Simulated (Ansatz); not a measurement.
Take BaSnO$_{3}$ in the cubic perovskite structure (space group Pm-3m, No. 221; a = 4.1216 Å) as the base. Axes: x, y, z lie along the cube axes.

The values are results of Kohn–Sham DFT with the PBEsol functional, run in Ansatz (a program for electronic structure) with PAW and 420 eV plane waves, no spin-orbit coupling, earlier PAW set, not measurements.

A first run, uniaxial strain ε_yy = +2.16 %, gives secant values C11 ≈ 250 GPa and C12 ≈ 79 GPa from its stress. A second run applies biaxial strain +1.13 %, plane normal [001], relaxed out of plane.

Question: What does linear elasticity predict for −ε⊥/ε∥ in the second run, and what does the run give?

Answer: Linear elasticity: 2 C12/C11 = 0.63. The run gives 0.57; any difference comes from nonlinear terms at these strains and numerical noise.

Whether these cells are dynamically stable was not tested.
